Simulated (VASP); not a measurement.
Cu3N:

```
Cu N
1.0
     3.82884    0.00000    0.00000
     0.00000    3.82884    0.00000
     0.00000    0.00000    3.82884
Cu N
3 1
Direct
  0.50000 0.00000 0.00000
  0.00000 0.50000 0.00000
  0.00000 0.00000 0.50000
  0.00000 0.00000 0.00000
```

| Item | Value |
| --- | --- |
| Program | VASP 6.6.1 |
| Task | relaxation of cell and atoms |
| Functional | PBEsol |
| Potentials or basis | VASP PAW PBE potentials, release 64 (Cu, N) |
| Cutoff | 600 eV |
| k mesh | 6 × 6 × 6 |
| Occupations | fermi-dirac, width 0.02 eV |
| Spin | no spin polarisation |

At the start: pressure -5.3 GPa; volume 14.03 Å³/atom.

**Question.** How do energy, volume and symmetry change on relaxing?

**Answer.** Over 5 steps the energy falls by 10.6 meV/atom and the volume is 13.43 Å³/atom (-4.3 %); space group Pm-3m (No. 221, to 0.05 Å).

Step by step:
| step | energy change (eV) | largest force (eV/Å) | pressure (GPa) | volume (Å³) |
| --- | --- | --- | --- | --- |
| 1 | 0.0000 | 0.0000 | -5.34 | 56.13 |
| 2 | -0.0303 | 0.0000 | 3.32 | 52.42 |
| 3 | -0.0425 | 0.0000 | 0.32 | 53.67 |
| 4 | -0.0424 | 0.0000 | -0.53 | 53.80 |
| 5 | -0.0425 | 0.0000 | 0.02 | 53.72 |

Final structure:
```cif
data_structure
_symmetry_space_group_name_H-M 'P 1'
_symmetry_Int_Tables_number 1
_cell_length_a 3.7731
_cell_length_b 3.7731
_cell_length_c 3.7731
_cell_angle_alpha 90.000
_cell_angle_beta 90.000
_cell_angle_gamma 90.000
_cell_volume 53.72
loop_
_atom_site_label
_atom_site_type_symbol
_atom_site_fract_x
_atom_site_fract_y
_atom_site_fract_z
_atom_site_occupancy
Cu1 Cu 0.50000 0.00000 0.00000 1
Cu2 Cu 0.00000 0.50000 0.00000 1
Cu3 Cu 0.00000 0.00000 0.50000 1
N1 N 0.00000 0.00000 0.00000 1
```

Caveat: the PAW data sets were made with another functional, which shifts forces and pressure a little.
